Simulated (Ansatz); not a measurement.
# B: one candidate of a structure search

The task: take a trial cell of B to zero force and stress.

Method: DFT PBE, scalar-relativistic, plane waves, PAW, in Ansatz 0.2.0.

## Step 1: The structure to begin with

Symmetry: P6_222, No. 180, hexagonal system. Conventional cell: a = 3.904 Å, b = 3.904 Å, c = 6.810 Å, α = 90.00°, β = 90.00°, γ = 120.00°. B (site symmetry 2) is surrounded by 3 B at 1.61 Å. B (site symmetry 222) is surrounded by 4 B at 1.61 Å.

As a file:

```
B
1.0
     3.90361    0.00000    0.00000
    -1.95180    3.38062    0.00000
     0.00000    0.00000    6.81028
B
9
Direct
  0.29374 0.00000 0.00000
  0.00000 0.29374 0.66667
  0.70626 0.70626 0.33333
  0.00000 0.70626 0.66667
  0.70626 0.00000 0.00000
  0.29374 0.29374 0.33333
  0.00000 0.00000 0.83333
  0.00000 0.00000 0.50000
  0.00000 0.00000 0.16667
```

A structure generator made this guess: 3-, 4-connected net, elements by coordination (P6_222, No. 180). Lengths come from tabulated atomic sizes and are only a guess.

## Step 2: Probe: one point on a coarse mesh

input.yaml

```yaml
crystal:
  lattice:
    - [3.90360638, 0.0, 0.0]
    - [-1.95180319, 3.3806223, 0.0]
    - [0.0, 0.0, 6.8102821]
  atoms:
    - { symbol: B, position: [0.29374011, 0.0, 0.0] }
    - { symbol: B, position: [0.0, 0.29374011, 0.66666667] }
    - { symbol: B, position: [0.70625989, 0.70625989, 0.33333333] }
    - { symbol: B, position: [0.0, 0.70625989, 0.66666667] }
    - { symbol: B, position: [0.70625989, 0.0, 0.0] }
    - { symbol: B, position: [0.29374011, 0.29374011, 0.33333333] }
    - { symbol: B, position: [0.0, 0.0, 0.83333333] }
    - { symbol: B, position: [0.0, 0.0, 0.5] }
    - { symbol: B, position: [0.0, 0.0, 0.16666667] }
basis:
  ecutwfc: 420
kpoints:
  mp_grid: { grid: [6, 6, 4] }
hamiltonian:
  xc: pbe
scf:
  occupations: { method: gaussian, width: 0.1 }
  lower_state_search: "off"
output:
  forces: true
  stress: true
  eigenvalues: true
```

Launch:

```bash
$ ansatz run input.yaml --threads 1 --pin off --max-ram 2560MiB --backend cpu --events-out ev --progress --plain --runs-dir out
```

The program printed (excerpt; [...] marks lines left out):

```text
[...]
SCF converged after 6 iterations
Free energy (F): -1392.832911 eV
[...]
E sigma→0 (E₀):  -1392.823007 eV
Entropy (-TS):   -0.019808 eV (-2.201 meV/atom)
Fermi energy:    4.974175 eV
[...]
--- Forces (eV/Å), atoms counted from 1 ---
  atom   1  B      1.36062638     0.00000000     0.00000000
  atom   2  B     -0.68031319     1.17833701    -0.00000000
  atom   3  B     -0.68031319    -1.17833701     0.00000000
  atom   4  B      0.68031319    -1.17833701    -0.00000000
  atom   5  B     -1.36062638    -0.00000000     0.00000000
  atom   6  B      0.68031319     1.17833701     0.00000000
  atom   7  B      0.00000000     0.00000000     0.00000000
  atom   8  B     -0.00000000     0.00000000    -0.00000000
[...]
--- Stress (GPa, compression-positive) ---
       24.003105      -0.000000       0.000000
       -0.000000      24.003105      -0.000000
       -0.000000       0.000000      11.292958
  P = ⅓ Tr σ = 19.7664 GPa (197.664 kbar)
--- Band table (eV; the first three rows and the last of 21) ---
  k-point 0: bands = ["-8.0401", "-5.7860", "-5.7860", "-0.2199", "0.1910", "0.1910", "0.6708", "0.6708", "1.1919", "1.1919", "2.2609", "3.6902", "3.6902", "3.9721", "6.6101", "6.6848", "8.9120", "8.9120", "9.0679", "9.0679", "10.9073", "12.0948", "12.0948"]
[...]
```

Run time: 6.6 s. Hardware: 1 thread of AMD EPYC 7R43 (Zen 3), shared host; peak memory 0.32 GiB.

Read-out: pressure 19.8 GPa, largest force 1.36 eV/Å, gap on this mesh none (metal). A cheap, loose relaxation comes first.

## Step 3: Coarse relaxation

input.yaml: that of step 2 with these lines changed.

```diff
@@ -28 +28,6 @@
   eigenvalues: true
+relax:
+  adjacent_minimum: "off"
+  f_tol: 0.04
+  max_steps: 70
+  cell: { stress_tol: 0.4 }
```

Launch:

```bash
$ ansatz run input.yaml --threads 1 --pin off --max-ram 2560MiB --backend cpu --events-out ev --progress --plain --runs-dir out
```

The program printed:

```text
Warning: RAYON_NUM_THREADS=1 ignored (pool sized by the plan → 1); use --threads N
Engine: ansatz 0.2.0, x86_64-unknown-linux-gnu
Pseudopotentials: kind: paw
Pseudopotential: B, paw, valence charge 3, recommended cutoff 420 eV (normal), B.paw.azcp
Functional definition: PBE
  parameter kappa = 0.804
  parameter beta = 0.06672455060314922
  exchange = pbe_x(kappa = kappa, mu = beta*pi^2/3)
  correlation = pbe_c(beta = beta)
Crystal: 9 atoms, lattice volume = 89.873 Å³
Basis set: ecut = 420 eV, 1763 PW (Γ), exchange–correlation on 54×54×96 points (8 copies of the dense FFT grid, shifted against one another)
Bands: 23, of which v1, the nominal top of the filled ones, is band 14 counted from 1 (13 counted from 0)
Symmetry: 12 space group operations
Space group: P6222 (ITA 180), of the structure as read, at distance tolerance 4.5e-5 Å
k-points: 21 of 144 (time reversal used)
Non-local potential: B, projectors of the file, l = 0: 2, l = 1: 2, l = 2: 1
PAW form: soft (Blöchl's): semilocal exchange-correlation on the pseudo side does not see the compensation charge
PAW one-centre angular grid: B, 110 points (default); XC on 64 Gauss nodes
Initial density: superposition of atomic densities (neutral atoms: chi_scale 0, normalization atom), corrected by the library's trained network
Initial wavefunctions: pseudopotential atomic-orbital guess
Functional: x = pbe(κ = 0.804, μ = 0.2195149727645171), c = pbe(β = 0.06672455060314922)
SCF iter   1: F=—  HF=-1392.873209 eV  |F-HF|=—  |Δ(HF+E_count)|=         —  Δρ=1.08e-2  dr2=1.49e-1  ethr=1.77e-3  ⟨swp⟩=6.8  Hψ=2767  notcnv=0  defer=11
preconditioner: auto → Kerker (q_TF=auto, 2.233 Å⁻¹)  [metal: Δε(μ)=0.029 eV  Ē_g=9.721 eV  σ=0.100 eV  W_gap=0.16  n_scr=22 (ndim 8)  ℏωp=20.4 eV  f_vac=0.000  D(μ)=4.42/eV (n_scr^D=36)]
SCF iter   2: F=—  HF=-1392.843979 eV  |F-HF|=—  |Δ(HF+E_count)|=   2.92e-2  Δρ=5.60e-3  dr2=4.22e-2  ethr=5.53e-4  ⟨swp⟩=1.0  Hψ=651  notcnv=0  defer=17
SCF iter   3: F=—  HF=-1392.832692 eV  |F-HF|=—  |Δ(HF+E_count)|=   1.13e-2  Δρ=7.80e-4  dr2=8.15e-4  ethr=1.56e-4  ⟨swp⟩=2.4  Hψ=676  notcnv=0  defer=17
SCF iter   4: F=—  HF=-1392.832846 eV  |F-HF|=—  |Δ(HF+E_count)|=   1.54e-4  Δρ=2.48e-4  dr2=5.88e-5  ethr=3.02e-6  ⟨swp⟩=2.3  Hψ=701  notcnv=0  defer=17
SCF iter   5: F=—  HF=-1392.832909 eV  |F-HF|=—  |Δ(HF+E_count)|=   6.31e-5  Δρ=4.93e-5  dr2=2.51e-6  ethr=2.18e-7  ⟨swp⟩=2.2  Hψ=693  notcnv=0  defer=17
SCF iter   6: F=-1392.832911 eV  HF=-1392.832911 eV  |F-HF|=5.83e-8  |Δ(HF+E_count)|=   2.10e-6  Δρ=8.56e-6  dr2=6.98e-8  ethr=3.70e-10  ⟨swp⟩=9.6  Hψ=2769  notcnv=0
SCF 1 converged in 6 iterations: F = -1392.832911 eV  dr2 = 6.98e-8
relax step   1: F+E_penalty+E_count = -1392.83291118 eV  Δ(F+E_penalty+E_count) = +0.000e0 eV  max|allowed force component| = 1.361e0 eV/Å  Δτ_max = 0.0000 Å  P = +19.766 GPa  Ω = 89.873 Å³  (6 SCF iters, dr2 threshold 1.00e-7 eV, accepted)
Crystal: 9 atoms, lattice volume = 96.868 Å³
Basis set: ecut = 420 eV, 1883 PW (Γ), exchange–correlation on 54×54×96 points (8 copies of the dense FFT grid, shifted against one another)
Initial density: handed on by an earlier stage of this run
Initial wavefunctions: those handed on with the density
iter 1 solved again at ethr=9.54e-4 eV; its pass at ethr=3.10e-3 eV (dr2=2.57e-1 eV) is discarded
SCF iter   1: F=—  HF=-1394.022383 eV  |F-HF|=—  |Δ(HF+E_count)|=         —  Δρ=1.29e-2  dr2=2.57e-1  ethr=9.54e-4  ⟨swp⟩=1.9  Hψ=3108  notcnv=0
preconditioner: auto → Kerker (q_TF=auto, 2.205 Å⁻¹)  [metal: Δε(μ)=0.041 eV  Ē_g=9.411 eV  σ=0.100 eV  W_gap=0.23  n_scr=22 (ndim 8)  ℏωp=19.6 eV  f_vac=0.000  D(μ)=4.94/eV (n_scr^D=36)]
SCF iter   2: F=—  HF=-1393.975093 eV  |F-HF|=—  |Δ(HF+E_count)|=   4.73e-2  Δρ=7.53e-3  dr2=9.43e-2  ethr=9.53e-4  ⟨swp⟩=1.0  Hψ=484  notcnv=0
SCF iter   3: F=—  HF=-1393.950849 eV  |F-HF|=—  |Δ(HF+E_count)|=   2.42e-2  Δρ=1.60e-3  dr2=3.85e-3  ethr=3.49e-4  ⟨swp⟩=2.8  Hψ=799  notcnv=0
SCF iter   4: F=—  HF=-1393.952851 eV  |F-HF|=—  |Δ(HF+E_count)|=   2.00e-3  Δρ=5.28e-4  dr2=2.69e-4  ethr=1.42e-5  ⟨swp⟩=2.8  Hψ=789  notcnv=0
SCF iter   5: F=—  HF=-1393.953284 eV  |F-HF|=—  |Δ(HF+E_count)|=   4.33e-4  Δρ=1.01e-4  dr2=8.27e-6  ethr=9.97e-7  ⟨swp⟩=2.0  Hψ=757  notcnv=0
SCF iter   6: F=-1393.953302 eV  HF=-1393.953301 eV  |F-HF|=3.33e-7  |Δ(HF+E_count)|=   1.75e-5  Δρ=1.86e-5  dr2=3.89e-7  ethr=3.33e-9  ⟨swp⟩=8.5  Hψ=2547  notcnv=0
SCF 2 converged in 6 iterations: F = -1393.953302 eV  dr2 = 3.89e-7
relax step   2: F+E_penalty+E_count = -1393.95330180 eV  Δ(F+E_penalty+E_count) = -1.120e0 eV  max|allowed force component| = 1.425e0 eV/Å  Δτ_max = 0.0182 Å  P = +7.414 GPa  Ω = 96.868 Å³  energy of the carried Pulay correction = -1.039e-2 eV  (6 SCF iters, dr2 threshold 9.00e-7 eV, accepted)
Crystal: 9 atoms, lattice volume = 100.863 Å³
Basis set: ecut = 420 eV, 1983 PW (Γ), exchange–correlation on 54×54×96 points (8 copies of the dense FFT grid, shifted against one another)
iter 1 solved again at ethr=9.70e-4 eV; its pass at ethr=3.10e-3 eV (dr2=2.62e-1 eV) is discarded
SCF iter   1: F=—  HF=-1395.372237 eV  |F-HF|=—  |Δ(HF+E_count)|=         —  Δρ=1.38e-2  dr2=2.60e-1  ethr=9.70e-4  ⟨swp⟩=1.7  Hψ=3270  notcnv=0
preconditioner: auto → Resta (q_TF=auto, 2.190 Å⁻¹)  ε∞=5.1  [insulator: Δε(μ)=0.111 eV  Ē_g=9.487 eV  σ=0.100 eV  W_gap=0.57  n_scr=22 (ndim 8)  ℏωp=19.2 eV  f_vac=0.000  D(μ)=3.33/eV (n_scr^D=22)  ε∞_Penn≈5.1]
SCF iter   2: F=—  HF=-1395.327128 eV  |F-HF|=—  |Δ(HF+E_count)|=   4.51e-2  Δρ=7.37e-3  dr2=6.88e-2  ethr=9.64e-4  ⟨swp⟩=1.6  Hψ=523  notcnv=0
preconditioner: auto → Kerker (q_TF=auto, 2.190 Å⁻¹)  [metal: Δε(μ)=0.051 eV  Ē_g=9.516 eV  σ=0.100 eV  W_gap=0.28  n_scr=22 (ndim 8)  ℏωp=19.2 eV  f_vac=0.000  D(μ)=3.33/eV (n_scr^D=22)]
SCF iter   3: F=—  HF=-1395.314786 eV  |F-HF|=—  |Δ(HF+E_count)|=   1.23e-2  Δρ=1.29e-3  dr2=2.25e-3  ethr=2.55e-4  ⟨swp⟩=2.6  Hψ=769  notcnv=0
SCF iter   4: F=—  HF=-1395.315711 eV  |F-HF|=—  |Δ(HF+E_count)|=   9.26e-4  Δρ=3.66e-4  dr2=2.06e-4  ethr=8.34e-6  ⟨swp⟩=2.5  Hψ=780  notcnv=0
SCF iter   5: F=—  HF=-1395.315959 eV  |F-HF|=—  |Δ(HF+E_count)|=   2.47e-4  Δρ=9.62e-5  dr2=1.05e-5  ethr=7.64e-7  ⟨swp⟩=2.0  Hψ=744  notcnv=0
SCF iter   6: F=-1395.315977 eV  HF=-1395.315977 eV  |F-HF|=4.01e-7  |Δ(HF+E_count)|=   1.77e-5  Δρ=1.63e-5  dr2=2.63e-7  ethr=3.33e-9  ⟨swp⟩=8.3  Hψ=2468  notcnv=0
SCF 3 converged in 6 iterations: F = -1395.315977 eV  dr2 = 2.63e-7
relax step   3: F+E_penalty+E_count = -1395.31597699 eV  Δ(F+E_penalty+E_count) = -1.363e0 eV  max|allowed force component| = 1.567e0 eV/Å  Δτ_max = 0.0282 Å  P = -1.023 GPa  Ω = 100.863 Å³  energy of the carried Pulay correction = -1.598e-2 eV  (6 SCF iters, dr2 threshold 9.00e-7 eV, accepted)
[... from here on, the SCF cycles and remarks between the steps are left out ...]
relax step   4: F+E_penalty+E_count = -1396.10218636 eV  Δ(F+E_penalty+E_count) = -7.862e-1 eV  max|allowed force component| = 1.733e-1 eV/Å  Δτ_max = 0.0372 Å  P = -7.002 GPa  Ω = 102.411 Å³  energy of the carried Pulay correction = -1.809e-2 eV  (7 SCF iters, dr2 threshold 9.00e-7 eV, accepted)
relax step   5: F+E_penalty+E_count = -1396.51787030 eV  Δ(F+E_penalty+E_count) = -4.157e-1 eV  max|allowed force component| = 2.622e-1 eV/Å  Δτ_max = 0.0203 Å  P = -6.252 GPa  Ω = 98.996 Å³  energy of the carried Pulay correction = -1.340e-2 eV  (6 SCF iters, dr2 threshold 9.00e-7 eV, accepted)
relax step   6: F+E_penalty+E_count = -1396.61344518 eV  Δ(F+E_penalty+E_count) = -9.557e-2 eV  max|allowed force component| = 4.574e-1 eV/Å  Δτ_max = 0.0083 Å  P = -0.929 GPa  Ω = 94.125 Å³  energy of the carried Pulay correction = -6.409e-3 eV  (6 SCF iters, dr2 threshold 9.00e-7 eV, accepted)
relax step   7: F+E_penalty+E_count = -1396.63108546 eV  Δ(F+E_penalty+E_count) = -1.764e-2 eV  max|allowed force component| = 3.895e-1 eV/Å  Δτ_max = 0.0147 Å  P = +0.190 GPa  Ω = 94.080 Å³  energy of the carried Pulay correction = -6.344e-3 eV  (6 SCF iters, dr2 threshold 9.00e-7 eV, accepted)
relax step   8: F+E_penalty+E_count = -1396.63917204 eV  Δ(F+E_penalty+E_count) = -8.087e-3 eV  max|allowed force component| = 5.611e-2 eV/Å  Δτ_max = 0.0067 Å  P = +0.129 GPa  Ω = 93.990 Å³  energy of the carried Pulay correction = -6.211e-3 eV  (5 SCF iters, dr2 threshold 9.00e-7 eV, accepted)
relax step   9: F+E_penalty+E_count = -1396.63964050 eV  Δ(F+E_penalty+E_count) = -4.685e-4 eV  max|allowed force component| = 6.785e-4 eV/Å  Δτ_max = 0.0005 Å  P = -0.008 GPa  Ω = 94.016 Å³  energy of the carried Pulay correction = -6.249e-3 eV  (4 SCF iters, dr2 threshold 4.23e-7 eV, accepted)
relax step  10: F+E_penalty+E_count = -1396.71781669 eV  Δ(F+E_penalty+E_count) = -7.818e-2 eV  max|allowed force component| = 1.401e-2 eV/Å  Δτ_max = 0.0000 Å  P = +0.711 GPa  Ω = 94.016 Å³  stress off target by 1.09e0 GPa  SCF on the basis re-selected at this cell (its energy is not comparable with the rows above)  (5 SCF iters)
relax step  11: F+E_penalty+E_count = -1396.71886387 eV  Δ(F+E_penalty+E_count) = -1.047e-3 eV  max|allowed force component| = 3.411e-5 eV/Å  Δτ_max = 0.0001 Å  P = +0.074 GPa  Ω = 94.355 Å³  energy of the carried Pulay correction = -5.400e-4 eV  (5 SCF iters, dr2 threshold 9.00e-7 eV, accepted)
iter 1 solved again at ethr=9.54e-8 eV; its pass at ethr=3.10e-3 eV (dr2=2.58e-5 eV) is discarded
SCF iter   1: F=—  HF=-1396.719290 eV  |F-HF|=—  |Δ(HF+E_count)|=         —  Δρ=1.24e-5  dr2=5.13e-8  ethr=9.54e-8  ⟨swp⟩=3.0  Hψ=4019  notcnv=0
preconditioner: auto → Kerker (q_TF=auto, 2.215 Å⁻¹)  [metal: Δε(μ)=0.058 eV  Ē_g=10.318 eV  σ=0.100 eV  W_gap=0.32  n_scr=20 (ndim 8)  ℏωp=19.9 eV  f_vac=0.000  D(μ)=2.68/eV (n_scr^D=20)]
SCF iter   2: F=—  HF=-1396.719315 eV  |F-HF|=—  |Δ(HF+E_count)|=   2.41e-5  Δρ=7.15e-6  dr2=2.17e-8  ethr=1.90e-10  ⟨swp⟩=2.0  Hψ=748  notcnv=0
SCF iter   3: F=-1396.719315 eV  HF=-1396.719315 eV  |F-HF|=2.62e-9  |Δ(HF+E_count)|=   7.99e-8  Δρ=1.21e-6  dr2=2.15e-9  ethr=2.13e-11  ⟨swp⟩=5.0  Hψ=2223  notcnv=0
SCF 12 converged in 3 iterations: F = -1396.719315 eV  dr2 = 2.15e-9
relax step  12: F+E_penalty+E_count = -1396.71931458 eV  Δ(F+E_penalty+E_count) = -4.507e-4 eV  max|allowed force component| = 3.465e-5 eV/Å  Δτ_max = 0.0000 Å  P = +0.075 GPa  Ω = 94.355 Å³  stress off target by 8.85e-2 GPa  SCF on the basis re-selected at this cell (its energy is not comparable with the rows above)  (3 SCF iters)
basis re-selected at this cell: Δ(F+E_penalty+E_count) = -4.507e-4 eV, ΔP = +0.001 GPa vs the last step (what re-selecting the basis moved, of the pressure what is left beyond the Pulay correction that the steps carried, after the strain that the cell walked since its last selection, with what the two solves' SCF thresholds leave and, on support functions, any second-order correction that the steps lacked; it is no measure of the basis error at this ecutwfc). This SCF's stress stands 8.85e-2 GPa from its target on what of the cell is left free (relax.cell.stress_tol is 4.00e-1 GPa) and its largest allowed force component is 3.47e-5 eV/Å (relax.f_tol is 4.00e-2 eV/Å): within both
SCF converged after 3 iterations
Free energy (F): -1396.719315 eV
Harris-Foulkes:  -1396.719315 eV  (|F-HF|=2.62e-9)
Internal energy: -1396.705937 eV  (E = F + TS)
E sigma→0 (E₀):  -1396.712626 eV
Entropy (-TS):   -0.013377 eV (-1.486 meV/atom)
Fermi energy:    4.624874 eV
--- Per-component energies (eV) ---
  E_band       = -25.530785
  E_kinetic    = 423.443246
  E_local      = -495.125208  (includes V_loc(G=0)·N_el)
  E_nonlocal   = 111.067934
  E_hartree    = 146.315722
  E_xc         = -281.827823
  E_vxc        = -333.056286  (∫ρ·V_xc dr)
  E_paw        = -707.793680  (= ΣΔE_a)
  E_vpaw       = -24.492643  (= ΣTr[D̂ρ^β])
  E_aug_tail   = -0.000025  (compensation charges beyond the density's cutoff)
  E_ewald      = -592.786105
  E_smearing   = -0.013377  (= −TS)
  E_closure    = -0.000000  (closes the sum)
  Σ components = -1396.719315   (vs F -1396.719315, Δ=0.00e0)
--- Forces (eV/Å), atoms counted from 1 ---
  atom   1  B      0.00003465    -0.00000000    -0.00000000
  atom   2  B     -0.00001733     0.00003001    -0.00000000
  atom   3  B     -0.00001733    -0.00003001     0.00000000
  atom   4  B      0.00001733    -0.00003001    -0.00000000
  atom   5  B     -0.00003465     0.00000000    -0.00000000
  atom   6  B      0.00001733     0.00003001    -0.00000000
  atom   7  B      0.00000000    -0.00000000     0.00000000
  atom   8  B     -0.00000000     0.00000000     0.00000000
  atom   9  B     -0.00000000     0.00000000    -0.00000000
  max |Σ_I F_I| component: 2.46e-17 eV/Å
--- Stress (GPa, compression-positive) ---
        0.088532       0.000000      -0.000000
        0.000000       0.088532      -0.000000
       -0.000000      -0.000000       0.047233
  P = ⅓ Tr σ = 0.0748 GPa (0.748 kbar)
--- Band table (eV; the first three rows and the last of 21) ---
  k-point 0: bands = ["-8.7541", "-5.3145", "-5.3145", "-2.3581", "-2.3581", "-1.7987", "-0.5960", "-0.5960", "1.2978", "2.3279", "3.2045", "3.2045", "3.7654", "3.7654", "5.2917", "6.5537", "7.5684", "7.5684", "8.7607", "8.7607", "11.7932", "11.8406", "11.8406"]
  k-point 1: bands = ["-8.5319", "-6.7850", "-3.5681", "-2.4777", "-1.9266", "-1.6905", "-1.0002", "-0.2743", "0.1233", "1.6436", "2.0132", "3.6932", "4.6448", "5.1962", "5.4632", "6.2748", "7.0763", "7.2378", "8.4716", "10.3862", "11.7076", "12.4227", "12.8433"]
  k-point 2: bands = ["-7.8700", "-7.8700", "-2.4732", "-2.3083", "-1.3973", "-1.3973", "-1.0972", "-1.0972", "-0.1081", "0.1699", "1.5505", "5.2521", "5.2521", "5.7131", "5.7131", "5.7793", "5.7793", "7.0121", "10.5207", "10.5207", "11.1847", "13.1604", "13.2510"]
  k-point 20: bands = ["-7.2733", "-7.2733", "-4.6067", "-3.2408", "-3.2408", "-2.1678", "-0.3147", "0.9427", "1.0976", "1.0976", "1.8364", "4.0917", "4.0917", "4.9470", "5.6369", "5.6369", "9.0790", "9.0790", "9.8973", "9.8973", "12.2199", "12.3323", "13.3554"]
--- Relaxed structure (10 steps of the walk, 10 accepted, 2 SCFs on fresh bases) ---
  F+E_penalty+E_count = -1396.71931458 eV   max|allowed force component| = 3.465e-5 eV/Å   (the final SCF, on the basis selected at the relaxed cell)
  cell:  # Å, volume = 94.3547 Å³
    - [4.453604232785749, 2.7498790304362913e-33, 9.371105006134989e-34]
    - [-2.2268021163928746, 3.8569344039943636, 1.0576648834281727e-33]
    - [-1.5128879833079456e-33, 2.2815326845047247e-33, 5.4929984675387535]
  atoms:
    - { symbol: B, position: [0.3203263176969055, 2.5656866165871067e-19, 5.856369145748064e-34] }
    - { symbol: B, position: [2.9286313364495923e-35, 0.3203263176969055, 0.6666666666666667] }
    - { symbol: B, position: [0.6796736823030946, 0.6796736823030946, 0.33333333333333337] }
    - { symbol: B, position: [2.9286313364495923e-35, 0.6796736823030946, 0.6666666666666667] }
    - { symbol: B, position: [0.6796736823030946, 2.5656866165871043e-19, 5.435118879723574e-34] }
    - { symbol: B, position: [0.3203263176969055, 0.3203263176969055, 0.33333333333333337] }
    - { symbol: B, position: [4.245443025779122e-19, 2.5656866165871053e-19, 0.8333333333333333] }
    - { symbol: B, position: [4.245443025779125e-19, 2.565686616587106e-19, 0.5000000000000001] }
    - { symbol: B, position: [4.245443025779125e-19, 2.5656866165871067e-19, 0.16666666666666669] }
```

Wall time 78 s (1 thread of AMD EPYC 7R43 (Zen 3), shared host); peak memory 0.37 GiB.

Relaxation path:

```csv
step,energy from step 1 (eV/cell),largest force component (eV/Å),pressure (GPa),volume (Å³)
1,0.0000,1.3606,19.77,89.87
2,-1.1204,1.4254,7.41,96.87
3,-2.4831,1.5667,-1.02,100.86
4,-3.2693,0.1733,-7.00,102.41
5,-3.6850,0.2622,-6.25,99.00
6,-3.7805,0.4574,-0.93,94.12
7,-3.7982,0.3895,0.19,94.08
8,-3.8063,0.0561,0.13,93.99
9,-3.8067,0.0007,-0.01,94.02
10,-3.8849,0.0140,0.71,94.02
11,-3.8860,0.0000,0.07,94.35
12,-3.8864,0.0000,0.07,94.35
```

Step 1 is the start. Steps 10, 12 each repeat the geometry before them on a plane-wave basis chosen anew, so the energy can jump there without any move.

|  | before | after | change |
| --- | --- | --- | --- |
| a (Å) | 3.904 | 4.454 | +14.1 % |
| b (Å) | 3.904 | 4.454 | +14.1 % |
| c (Å) | 6.810 | 5.493 | -19.3 % |
| volume (Å³/atom) | 9.99 | 10.48 | +5.0 % |
| shortest distance (Å) | 1.610 | 1.600 | -0.6 % |
| space group (0.01 Å) | P6_222 | P6_222 | same |

The run keeps the 12 symmetry operations of the start, so it could not have lowered the symmetry.

(Part 1 of 2 ends here.)
